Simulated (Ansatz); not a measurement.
# TiTe (P6_3/mmc) in Ansatz: notebook

The runs below take TiTe through single point, equation of state, with r2SCAN.

All numbers are computed with Ansatz 0.2.0; they aren't measurements. Logs are shortened: lines on timing, memory, paths and dates and some standing lists are left out, and cuts for length are marked.

## Step 1: Starting point

It takes space group P6_3/mmc (No. 194, hexagonal). Conventional cell: a = 3.842 Å, b = 3.842 Å, c = 6.403 Å, α = 90.00°, β = 90.00°, γ = 120.00°. Te (site symmetry -6m2) is surrounded by 6 Ti at 2.74 Å. Around Ti (site symmetry -3m) lie 6 Te at 2.74 Å.

## Step 2: Single point, r2SCAN, 19.24 Å³/atom (volume scaled by 0.94)

The input, input.yaml:

```yaml
crystal:
  lattice:
    - [3.7635698297, 0.0, 0.0]
    - [-1.8817849148, 3.2593470814, 0.0]
    - [0.0, 0.0, 6.2722898541]
  atoms:
    - { symbol: Te, position: [0.6666666667, 0.3333333333, 0.75] }
    - { symbol: Te, position: [0.3333333333, 0.6666666667, 0.25] }
    - { symbol: Ti, position: [0.0, 0.0, 0.5] }
    - { symbol: Ti, position: [0.0, 0.0, 0.0] }
hamiltonian:
  xc: r2scan
  pseudopotentials: { kind: paw }
kpoints:
  mp_grid: { grid: [8, 8, 4] }
scf:
  occupations: { method: fermi_dirac, width: 0.05 }
output:
  forces: true
  stress: true
  eigenvalues: true
```

Potentials or basis: Ansatz PAW.

Started as:

```
> ansatz run input.yaml --threads 2 --pin off --max-ram 5632MiB --backend cpu --events-out ev --progress --plain --runs-dir out
```

Output:

```text
Warning: RAYON_NUM_THREADS=2 ignored (pool sized by the plan → 2); use --threads N
Engine: ansatz 0.2.0, x86_64-unknown-linux-gnu
Pseudopotentials: kind: paw
Pseudopotential: Te, paw, valence charge 16, recommended cutoff 500 eV (meta_gga), Te.paw.azcp
Pseudopotential: Ti, paw, valence charge 12, recommended cutoff 500 eV (meta_gga), Ti.paw.azcp
Functional definition: r2SCAN
  parameter k0 = 0.174
  parameter k1 = 0.065
  parameter a1 = 4.9479
  exchange = r2scan_x(k0 = k0, k1 = k1, a1 = a1)
  correlation = r2scan_c
Crystal: 4 atoms, lattice volume = 76.941 Å³
Basis set: ecut = 500 eV, 1943 PW (Γ), exchange–correlation on 120×120×192 points (64 copies of the dense FFT grid, shifted against one another)
Bands: 34, of which v1, the nominal top of the filled ones, is band 28 counted from 1 (27 counted from 0)
Symmetry: 24 space group operations
Space group: P63/mmc (ITA 194), of the structure as read, at distance tolerance 4.3e-5 Å
k-points: 30 of 256
Non-local potential: Te, projectors of the file, l = 0: 2, l = 1: 2, l = 2: 2, l = 3: 2
Non-local potential: Ti, projectors of the file, l = 0: 3, l = 1: 2, l = 2: 3, l = 3: 1
PAW form: soft (Blöchl's): semilocal exchange-correlation on the pseudo side does not see the compensation charge
PAW frozen core: Te, regenerated for the run's functional (the file was generated under x = pbe(κ = 0.804, μ = 0.2195149727645171), c = pbe(β = 0.06672455060314922))
PAW frozen core: Ti, regenerated for the run's functional (the file was generated under x = pbe(κ = 0.804, μ = 0.2195149727645171), c = pbe(β = 0.06672455060314922))
PAW one-centre angular grid: Te, 590 points (default); XC on 160 Gauss nodes
PAW one-centre angular grid: Ti, 590 points (default); XC on 160 Gauss nodes
Initial density: superposition of atomic densities (neutral atoms: chi_scale 0, normalization atom), corrected by the library's trained network
Initial wavefunctions: pseudopotential atomic-orbital guess
Functional: x = r2scan, c = r2scan; τ floored in thin density (d = 2e-4 eV/Å³)
SCF iter   1: F=—  HF=-19000.372227 eV  |F-HF|=—  |Δ(HF+E_count)|=         —  Δρ=1.02e-2  dr2=8.34e-2  dr2_τ=2.94e-2  ethr=1.77e-3  ⟨swp⟩=6.1  Hψ=4236  notcnv=0
preconditioner: auto → Kerker (q_TF=auto, 2.588 Å⁻¹)  [metal: Δε(μ)=0.020 eV  Ē_g=7.160 eV  σ=0.050 eV  W_gap=0.10  n_scr=22 (ndim 8)  ℏωp=18.9 eV  f_vac=0.000  D(μ)=3.52/eV (n_scr^D=34)]
SCF iter   2: F=—  HF=-19000.517200 eV  |F-HF|=—  |Δ(HF+E_count)|=   1.45e-1  Δρ=2.91e-3  dr2=4.31e-3  dr2_τ=1.30e-3  ethr=1.49e-4  ⟨swp⟩=2.9  Hψ=2054  notcnv=0
SCF iter   3: F=—  HF=-19000.519667 eV  |F-HF|=—  |Δ(HF+E_count)|=   2.47e-3  Δρ=1.78e-3  dr2=1.60e-3  dr2_τ=1.72e-4  ethr=7.70e-6  ⟨swp⟩=2.0  Hψ=1247  notcnv=0
SCF iter   4: F=—  HF=-19000.521159 eV  |F-HF|=—  |Δ(HF+E_count)|=   1.49e-3  Δρ=3.33e-4  dr2=8.27e-5  dr2_τ=2.40e-6  ethr=2.86e-6  ⟨swp⟩=2.8  Hψ=1913  notcnv=0
SCF iter   5: F=—  HF=-19000.521210 eV  |F-HF|=—  |Δ(HF+E_count)|=   5.16e-5  Δρ=8.92e-5  dr2=7.99e-6  dr2_τ=2.64e-7  ethr=1.48e-7  ⟨swp⟩=2.0  Hψ=1327  notcnv=0
SCF iter   6: F=—  HF=-19000.521214 eV  |F-HF|=—  |Δ(HF+E_count)|=   3.64e-6  Δρ=2.50e-5  dr2=6.83e-7  dr2_τ=1.55e-8  ethr=1.43e-8  ⟨swp⟩=2.0  Hψ=1330  notcnv=0
SCF iter   7: F=—  HF=-19000.521214 eV  |F-HF|=—  |Δ(HF+E_count)|=   2.53e-7  Δρ=1.26e-5  dr2=2.19e-7  dr2_τ=3.34e-9  ethr=1.79e-10  ⟨swp⟩=5.8  Hψ=3736  notcnv=0
SCF iter   8: F=-19000.521214 eV  HF=-19000.521214 eV  |F-HF|=1.66e-9  |Δ(HF+E_count)|=   6.61e-9  Δρ=2.71e-6  dr2=5.44e-9  dr2_τ=1.52e-10  ethr=1.79e-10  ⟨swp⟩=5.5  Hψ=3675  notcnv=0
SCF 1 converged in 8 iterations: F = -19000.521214 eV  dr2 = 5.44e-9
SCF converged after 8 iterations
Free energy (F): -19000.521214 eV
Harris-Foulkes:  -19000.521214 eV  (|F-HF|=1.66e-9)
Internal energy: -19000.491522 eV  (E = F + TS)
E sigma→0 (E₀):  -19000.506368 eV
Entropy (-TS):   -0.029692 eV (-7.423 meV/atom)
Fermi energy:    15.882084 eV
--- Per-component energies (eV) ---
  E_band       = -661.793290
  E_kinetic    = 922.987055
  E_local      = -3387.031104  (includes V_loc(G=0)·N_el)
  E_nonlocal   = -599.384270
  E_hartree    = 2009.641366
  E_xc         = -422.709441
  E_vxc        = -497.827677  (∫ρ·V_xc dr)
  E_paw        = -11491.991314  (= ΣΔE_a)
  E_vpaw       = -1151.727520  (= ΣTr[D̂ρ^β])
  E_aug_tail   = 0.000112  (compensation charges beyond the density's cutoff)
  E_vtau       = 31.906972  (kinetic-family band-sum trace: ∫τ·v_τ [+ j·A + Jᵃ·Aᵃ] dr)
  E_ewald      = -6032.066722
  E_core_change = 0.062797  (= ΣΔE_core)
  E_smearing   = -0.029692  (= −TS)
  E_closure    = 0.000000  (closes the sum)
  Σ components = -19000.521214   (vs F -19000.521214, Δ=0.00e0)
--- Forces (eV/Å), atoms counted from 1 ---
  atom   1  Te     0.00000000     0.00000000    -0.00000000
  atom   2  Te    -0.00000000    -0.00000000     0.00000000
  atom   3  Ti     0.00000000     0.00000000     0.00000000
  atom   4  Ti     0.00000000    -0.00000000     0.00000000
  max |Σ_I F_I| component: 1.39e-17 eV/Å
--- Stress (GPa, compression-positive) ---
       13.705332       0.000000       0.000000
        0.000000      13.705332      -0.000000
        0.000000      -0.000000      21.108280
  P = ⅓ Tr σ = 16.1730 GPa (161.730 kbar)
--- Band table (eV; the first three rows and the last of 30) ---
  k-point 0: bands = ["-43.8071", "-43.7874", "-22.9974", "-22.9974", "-22.9945", "-22.9945", "-22.9774", "-22.9774", "-22.9669", "-22.9669", "-22.9621", "-22.9605", "-19.1379", "-19.1074", "-19.1074", "-19.0824", "-19.0824", "-18.9141", "0.7091", "2.8019", "7.9431", "11.6749", "11.6749", "13.9335", "14.6881", "14.9253", "14.9253", "15.1913", "15.1913", "15.3945", "15.3945", "16.9419", "16.9419", "18.5271"]
  k-point 1: bands = ["-43.8043", "-43.7903", "-22.9979", "-22.9979", "-22.9963", "-22.9963", "-22.9745", "-22.9745", "-22.9675", "-22.9675", "-22.9619", "-22.9607", "-19.1057", "-19.1037", "-19.1037", "-19.0860", "-19.0860", "-18.9475", "0.9291", "2.3500", "8.7596", "11.9137", "11.9137", "12.6790", "13.7229", "13.7229", "15.2624", "15.3560", "15.3560", "16.1813", "16.1813", "17.2907", "17.2907", "17.5331"]
  k-point 2: bands = ["-43.7973", "-43.7973", "-22.9981", "-22.9981", "-22.9981", "-22.9981", "-22.9700", "-22.9700", "-22.9700", "-22.9700", "-22.9613", "-22.9613", "-19.0949", "-19.0949", "-19.0949", "-19.0949", "-19.0271", "-19.0271", "1.5412", "1.5412", "10.6060", "10.6060", "12.6142", "12.6142", "12.6142", "12.6142", "15.7915", "15.7915", "15.7915", "15.7915", "16.2542", "16.2542", "18.7814", "18.7814"]
  k-point 29: bands = ["-43.7935", "-43.7935", "-23.0050", "-23.0050", "-22.9984", "-22.9984", "-22.9648", "-22.9648", "-22.9594", "-22.9594", "-22.9525", "-22.9525", "-19.1529", "-19.1529", "-19.1293", "-19.1293", "-18.9965", "-18.9965", "3.0276", "3.0276", "9.1106", "9.1106", "10.3606", "10.3606", "11.6331", "11.6331", "15.4157", "15.4157", "16.5088", "16.5088", "17.0938", "17.0938", "17.5823", "17.5823"]
```

Wall time 11 s (2 threads of Intel Xeon at 2.50GHz (Skylake/Cascade Lake), shared host); peak memory 0.62 GiB.

What came out:

* Free energy: -19000.5212 eV
* Pressure: 16.2 GPa
* Band gap on the k mesh: none (metal or under the smearing width)

Caveat: the PAW data sets come from PBE, with cores solved anew for the run's functional, which leaves a small shift of forces and pressure.

## Step 3: Single point, r2SCAN, 19.64 Å³/atom (volume scaled by 0.96)

Edit input.yaml of step 2 so:

```diff
@@ -2,5 +2,5 @@
   lattice:
-    - [3.7635698297, 0.0, 0.0]
-    - [-1.8817849148, 3.2593470814, 0.0]
-    - [0.0, 0.0, 6.2722898541]
+    - [3.7900747158, 0.0, 0.0]
+    - [-1.8950373579, 3.2823009861, 0.0]
+    - [0.0, 0.0, 6.3164623648]
   atoms:
```

Potentials or basis: Ansatz PAW.

Started as:

```
> ansatz run input.yaml --threads 2 --pin off --max-ram 5632MiB --backend cpu --events-out ev --progress --plain --runs-dir out
```

Wall time 10 s (2 threads of Intel Xeon at 2.50GHz (Skylake/Cascade Lake), shared host); peak memory 0.62 GiB.

The run converged. Its results:

* Free energy: -19000.6701 eV
* Pressure: 13.0 GPa
* Band gap on the k mesh: none (metal or under the smearing width)

Caveat: the PAW data sets come from PBE, with cores solved anew for the run's functional, which leaves a small shift of forces and pressure.

## Step 4: Single point, r2SCAN, 20.05 Å³/atom (volume scaled by 0.98)

Edit input.yaml of step 3 so:

```diff
@@ -2,5 +2,5 @@
   lattice:
-    - [3.7900747158, 0.0, 0.0]
-    - [-1.8950373579, 3.2823009861, 0.0]
-    - [0.0, 0.0, 6.3164623648]
+    - [3.8162139882, 0.0, 0.0]
+    - [-1.9081069941, 3.30493826, 0.0]
+    - [0.0, 0.0, 6.3600255508]
   atoms:
@@ -21 +21,5 @@
   eigenvalues: true
+  write_density: true
+  write_potential: true
+  elf: true
+  volumetric_format: npy
```

Started as:

```
> ansatz run input.yaml --threads 2 --pin off --max-ram 5632MiB --backend cpu --events-out ev --progress --plain --runs-dir out
```

Run time: 14 s. Hardware: 2 threads of Intel Xeon at 2.50GHz (Skylake/Cascade Lake), shared host; peak memory 0.62 GiB.

The run converged. Its results:

```yaml
Free_energy: -19000.7886 eV
Pressure: 10.2 GPa
Band_gap_on_the_k_mesh: none (metal or under the smearing width)
```

Caveat: the PAW data sets come from PBE, with cores solved anew for the run's functional, which leaves a small shift of forces and pressure.

## Step 5: Single point, r2SCAN, 20.46 Å³/atom

Edit input.yaml of step 4 so:

```diff
@@ -2,5 +2,5 @@
   lattice:
-    - [3.8162139882, 0.0, 0.0]
-    - [-1.9081069941, 3.30493826, 0.0]
-    - [0.0, 0.0, 6.3600255508]
+    - [3.842, 0.0, 0.0]
+    - [-1.921, 3.3272696013, 0.0]
+    - [0.0, 0.0, 6.403]
   atoms:
@@ -21,5 +21 @@
   eigenvalues: true
-  write_density: true
-  write_potential: true
-  elf: true
-  volumetric_format: npy
```

Started as:

```
> ansatz run input.yaml --threads 2 --pin off --max-ram 5632MiB --backend cpu --events-out ev --progress --plain --runs-dir out
```

Wall time 11 s (2 threads of Intel Xeon at 2.50GHz (Skylake/Cascade Lake), shared host); peak memory 0.62 GiB.

Results (log left out):

```yaml
Free_energy: -19000.8794 eV
Pressure: 7.6 GPa
Band_gap_on_the_k_mesh: none (metal or under the smearing width)
```

Caveat: the PAW data sets come from PBE, with cores solved anew for the run's functional, which leaves a small shift of forces and pressure.

## Step 6: Single point, r2SCAN, 20.87 Å³/atom (volume scaled by 1.02)

Edit input.yaml of step 5 so:

```diff
@@ -2,5 +2,5 @@
   lattice:
-    - [3.842, 0.0, 0.0]
-    - [-1.921, 3.3272696013, 0.0]
-    - [0.0, 0.0, 6.403]
+    - [3.8674444501, 0.0, 0.0]
+    - [-1.9337222251, 3.3493051415, 0.0]
+    - [0.0, 0.0, 6.4454052093]
   atoms:
```

Potentials or basis: Ansatz PAW.

Started as:

```
> ansatz run input.yaml --threads 2 --pin off --max-ram 5632MiB --backend cpu --events-out ev --progress --plain --runs-dir out
```

Wall time 11 s (2 threads of Intel Xeon at 2.50GHz (Skylake/Cascade Lake), shared host); peak memory 0.63 GiB.

The run converged. Its results:

| Quantity | Value |
| --- | --- |
| Free energy | -19000.9454 eV |
| Pressure | 5.3 GPa |
| Band gap on the k mesh | none (metal or under the smearing width) |

Caveat: the PAW data sets come from PBE, with cores solved anew for the run's functional, which leaves a small shift of forces and pressure.

## Step 7: Single point, r2SCAN, 21.28 Å³/atom (volume scaled by 1.04)

Edit input.yaml of step 6 so:

```diff
@@ -2,5 +2,5 @@
   lattice:
-    - [3.8674444501, 0.0, 0.0]
-    - [-1.9337222251, 3.3493051415, 0.0]
-    - [0.0, 0.0, 6.4454052093]
+    - [3.8925584295, 0.0, 0.0]
+    - [-1.9462792147, 3.3710544856, 0.0]
+    - [0.0, 0.0, 6.4872596627]
   atoms:
```

Started as:

```
> ansatz run input.yaml --threads 2 --pin off --max-ram 5632MiB --backend cpu --events-out ev --progress --plain --runs-dir out
```

Wall time 11 s (2 threads of Intel Xeon at 2.50GHz (Skylake/Cascade Lake), shared host); peak memory 0.62 GiB.

The run converged. Its results:

```yaml
Free_energy: -19000.9888 eV
Pressure: 3.2 GPa
Band_gap_on_the_k_mesh: none (metal or under the smearing width)
```

Caveat: the PAW data sets come from PBE, with cores solved anew for the run's functional, which leaves a small shift of forces and pressure.

## Step 8: Single point, r2SCAN, 21.69 Å³/atom (volume scaled by 1.06)

Edit input.yaml of step 7 so:

```diff
@@ -2,5 +2,5 @@
   lattice:
-    - [3.8925584295, 0.0, 0.0]
-    - [-1.9462792147, 3.3710544856, 0.0]
-    - [0.0, 0.0, 6.4872596627]
+    - [3.9173524637, 0.0, 0.0]
+    - [-1.9586762319, 3.3925267491, 0.0]
+    - [0.0, 0.0, 6.528580902]
   atoms:
@@ -21 +21,5 @@
   eigenvalues: true
+  write_density: true
+  write_potential: true
+  elf: true
+  volumetric_format: npy
```

Started as:

```
> ansatz run input.yaml --threads 2 --pin off --max-ram 5632MiB --backend cpu --events-out ev --progress --plain --runs-dir out
```

Wall time 15 s (2 threads of Intel Xeon at 2.50GHz (Skylake/Cascade Lake), shared host); peak memory 0.64 GiB.

Results (log left out):

```yaml
Free_energy: -19001.0120 eV
Pressure: 1.3 GPa
Band_gap_on_the_k_mesh: none (metal or under the smearing width)
```

Caveat: the PAW data sets come from PBE, with cores solved anew for the run's functional, which leaves a small shift of forces and pressure.

## Step 9: Equation of state, r2SCAN

Potentials or basis: Ansatz PAW.

This step only gathers the single runs of the series.

What came out:

| Quantity | Value |
| --- | --- |
| Equilibrium volume | 22.01 Å³/atom (rough: see the caveat) |
| Bulk modulus at fixed shape and positions | 90 GPa (rough) |

Energy against volume, from the lowest point:
```csv
volume (Å³/atom),energy (meV/atom)
19.235,122.69
19.644,85.46
20.054,55.85
20.463,33.14
20.872,16.65
21.281,5.79
21.691,0.00
```

Caveat: the minimum lies outside the volumes run; the cell was scaled at fixed shape and fractional positions, which overstates the stiffness of a crystal with free parameters, most of all of layers and chains; the PAW data sets were made with another functional, which shifts forces and pressure a little. Spin-orbit coupling is left out, which matters for the levels of Te.
